Compressing AlAs by six per cent

Aluminium arsenide is squeezed or stretched equally along all directions, as it would be by a uniform pressure or tension. The strain in the table is the relative change of every length, negative in compression. The energy change is counted per atom from the unstrained cell, and the band gap is the energy between the highest filled and the lowest empty state. Can the five known rows tell us the energy and the gap of a cell compressed by 6 %?

Zincblende AlAs (4-atom cell, unstrained conventional a = 5.728 Å) under equal strain along all axes, computed with Ansatz 0.2.0: PBE, plane-wave PAW, scalar-relativistic, no spin polarisation. The cutoff is 420 eV, the Γ-centred k mesh 8×8×6 and the Gaussian smearing 0.02 eV. Changes are relative to the unstrained cell, and band gaps are those on the k mesh.

```
strain (%)  energy change (meV/atom)  volume change (%)  a change (%)  band gap (eV)
        -6                         ?                  ?             ?              ?
        -4                      81.6             -11.53         -4.00          1.282
        -2                      19.2              -5.88         -2.00          1.401
         2                      16.4               6.12          2.00          1.327
         4                      61.9              12.49          4.00          0.905
         6                     130.6              19.10          6.00          0.513
```

The energy behaves simply. It rises on both sides, but 4 % of compression costs about 20 meV/atom more than 4 % of expansion. Symmetry fixes the atoms' relative places in the cell, so only the bond length changes. Shorter bonds force the electron clouds of neighbours into each other, and that repulsion grows steeply, whereas the attraction that resists stretching weakens with distance.

The gap is less simple. It is larger at −2 % than at −4 %, and from 2 % onwards it falls with further expansion. The fall is also much steeper on the expanded side: about 0.2 eV for each per cent of strain, against 0.06 eV on the compressed side. The gaps are read from a mesh of k points, which can miss the true band edges. The notes supplied with the data add a caution for the 6 % row, that a crossing of bands between those points may be missed. That caution comes from the data makers' tests on other systems: the 6 % run itself gave no warning and has an open gap on the mesh. This gap continues the trend from 2 to 4 %, and our gap forecast does not use it. Such unequal slopes suggest that two different empty states take turns at being the lowest.

Band theory names the two candidates. One lies at Γ, the centre of the Brillouin zone, and is an antibonding combination of s orbitals. The other lies at X, on the zone's boundary, and is the lowest empty state of unstrained AlAs. Over this range of strain, the gap should be set by whichever of the two is lower.

A hydrogen molecule shows how the Γ state responds. When its nuclei are pulled apart, the bonding and antibonding levels approach each other, because the overlap that separates them shrinks. In AlAs the top of the filled bands is bonding and the Γ state antibonding, so expansion narrows the gap between them. The analogy ends at X: the molecule has no second kind of empty state like it, and would lead us to expect a gap that keeps widening under compression.

The X state has much of its charge in the open spaces between the atoms. Compression lowers it relative to the top of the filled bands, as is also known from silicon, whose lowest empty state lies near X. The reader can apply the same reasoning to a related semiconductor by asking which edge is lowest: a Γ edge makes the gap open on compression, an X edge makes it close slowly. For the forecast, the assignment to Γ and X rests on this theory, since the table gives the size of the gap but not the place of its edges.

Straight lines through the two compressed rows and through the 2 and 4 % rows meet near 1 % expansion. This is a rough extrapolation within PBE, a density functional that makes gaps too small and places Γ too close to X. In the real crystal the change of edge should need more expansion.

For the energy forecast, the strain s, written as a fraction, is first turned into a measure f that grows faster as the crystal is compressed:

f = [(1 + s)⁻² − 1]/2

E = A f² + C f³

This is the Birch–Murnaghan form. The first term is the elastic cost. It already makes compression dearer than expansion, because f is larger in size for 4 % of compression than for 4 % of expansion. The second term is a small correction that adds to the difference. Fitted to the five known energies, it corresponds to a bulk modulus of 67 GPa and reproduces each of them to about 0.2 meV/atom. It leads to a forecast of 198 ± 3 meV/atom at −6 %. A quadratic and a cubic term in plain strain fit the same rows less well and give 194.

For the gap, only the rows at −4 and −2 % belong to the branch we need. Equal steps of strain demand ever larger steps of pressure as the bonds stiffen, and we assume that the gap follows the pressure. The energy fit gives 4.66 GPa at −2 %, 10.80 GPa at −4 % and 18.87 GPa at −6 %. Between the two known rows the gap falls by 19.36 meV per GPa, so the estimate runs:

pressure still to be added: 18.87 − 10.80 = 8.07 GPa

further fall of the gap: 8.07 × 0.01936 = 0.156 eV

gap at −6 %: 1.282 − 0.156 = 1.126 eV

The forecast is 1.13 ± 0.05 eV, a gap still open and below its value at −4 %. Two points fix a line but not its curvature, so the error bar is a judgement. A line in plain strain would give 1.16 eV, inside that bar. A single parabola through all five gaps gives 0.96 eV, well outside it, because it carries the steep fall of the expanded rows over to a branch on which they have no bearing.

The remaining two entries are geometry. All lengths shrink by 6.00 %, and the volume therefore changes by 0.94³ − 1, or −16.94 %. Agreement here tests no physics.

The withheld rows as computed:

```
strain (%)  energy change (meV/atom)  volume change (%)  a change (%)  band gap (eV)
        -6                     196.1             -16.94         -6.00          1.148
```

The geometry agrees, as it must. The energy comes out at 196.1 meV/atom, within the range and about 1 % below the forecast. The Birch–Murnaghan curve is thus slightly too steep at strong compression, while the cubic in plain strain is too soft by a similar amount. The pressure recorded in the calculation at −6 % shows the same for the Birch–Murnaghan curve: it is 18.51 GPa, against 18.87 GPa from the fit. The crystal stiffens a little less than this two-term series, fitted to milder compression, would have it.

The gap is 1.148 eV, also within its range and 0.02 eV above the forecast. It lies between the line in pressure and the line in strain, and slightly nearer the latter. The gap does fall a little faster with strain as compression proceeds, but less than our pressure rule assumed. That rule was a reasonable guide to the size of the change, and this row gives no ground for preferring it to a straight line in strain.

The parabola misses by 0.19 eV, more than eight times the error of the pressure line. This is the useful result: the compressed rows predict their neighbour once the expanded rows are set aside. It supports the picture of two edges, and the wave vectors recorded in the calculations bear it out. In all three compressed rows the lowest empty state on the k mesh lies at X. In the expanded rows it is listed at Γ. One of the X points also folds onto Γ in this four-atom cell, but the steep fall of the gap marks the state as the true Γ edge.

Both error bars refer to the calculation, not to a measured crystal. Spin–orbit coupling, left out here, would lower the gaps by roughly 0.1 eV. Moreover, real AlAs changes to a NiAs-type structure at roughly the pressure of the −4 % row, a change that the fixed symmetry forbids. The −6 % row therefore describes zincblende AlAs held in its structure beyond the range where it is stable. The output below gives the energy fits, the parabola and the two straight-line estimates of the gap.

Numerical output:

```
fit of energy_change on 5 rows: coefficient of f2 44267 +/- 48, coefficient of f3 19987 +/- 959; rms 0.114, worst -2 -0.21, leave-one-out rms 0.25
  rows outside the fit (model, value, miss): -6 197.8, 196.1, 1.66
fit of energy_change on 5 rows: coefficient of s2 4.501 +/- 0.019, coefficient of s3 -0.1469 +/- 0.0035; rms 0.404, worst 4 0.718, leave-one-out rms 1.61
  rows outside the fit (model, value, miss): -6 193.8, 196.1, -2.34
bulk modulus from the fit, GPa: 67.1
pressure derivative of the bulk modulus: 4.452
extra energy of 4 % compression over 4 % expansion, meV/atom: 19.7
model pressure at -2 %, GPa: 4.655
model pressure at -4 %, GPa: 10.8
model pressure at -6 %, GPa: 18.87
fit of band_gap on 5 rows: constant 1.427 +/- 0.046, coefficient of strain -0.0388 +/- 0.0089, coefficient of s2 -0.01941 +/- 0.0028; rms 0.0382, worst 4 0.0564, leave-one-out rms 0.0922
  rows outside the fit (model, value, miss): -6 0.9612, 1.148, -0.187
gap slope from -4 to -2 %, eV per % strain: 0.0595
gap slope from 2 to 4 %, eV per % strain: -0.211
gap slope from 4 to 6 %, eV per % strain: -0.196
gap slope from -2 to -4 %, meV per GPa: -19.36
rough strain where the two straight branches cross, %: 0.8466
forecast gap at -6 %, branch linear in pressure, eV: 1.126
alternative gap at -6 %, branch linear in strain, eV: 1.163
computed gap at -6 %, eV: 1.148
miss of the pressure line, forecast less computed, eV: -0.02217
miss of the strain line, forecast less computed, eV: 0.015
volume change at -6 % from geometry, %: -16.94
computed volume change at -6 %, %: -16.94
```
